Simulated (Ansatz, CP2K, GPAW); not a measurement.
**One calculation of Sn, 4 ways**

```
CELL_PARAMETERS angstrom
4.45495 0.00000 0.00000
-3.30667 2.98538 0.00000
-0.57414 -1.49269 4.15799
ATOMIC_POSITIONS crystal
Sn 0.00000 0.00000 0.00000
Sn 0.75000 0.25000 0.50000
```

Alike in all runs: task single point; functional PBE; k mesh 9 × 9 × 9; occupations gaussian, width 0.1 eV; no spin polarisation; no spin-orbit coupling. Pressure is positive in compression and, in plane waves, holds the error of the finite cutoff, which Ansatz's Pulay term estimates and takes out.

```
                                      program and potentials  plane-wave cutoff (eV)                                                                      notes  pressure (GPa)
                                          Ansatz, Ansatz PAW                     420  14 valence electrons an atom on average; Pulay term of +0.03 GPa included            1.40
                  GPAW, GPAW PAW data sets (gpaw-data 1.2.1)                     600                                    14 valence electrons an atom on average            1.13
              Ansatz, all-electron LAPW, scalar-relativistic                       -                                                                          -            1.41
CP2K, POTENTIAL_UZH Sn GTH-PBE-q4; TZVP-MOLOPT-PBE-GTH basis                       -                       atomic basis; 4 valence electrons an atom on average            2.44
```

The pressure spans 1.13 (GPAW, GPAW PAW data sets (gpaw-data 1.2.1)) to 2.44 GPa (CP2K, POTENTIAL_UZH Sn GTH-PBE-q4; TZVP-MOLOPT-PBE-GTH basis), with all-electron results at 1.41. Rows in atomic bases carry the error of their basis and grid, which can be large.

Differences between rows come from potentials, basis sets and numerical settings, since the functional is the same but for its coding. Runs on potential files found faulty are left out.
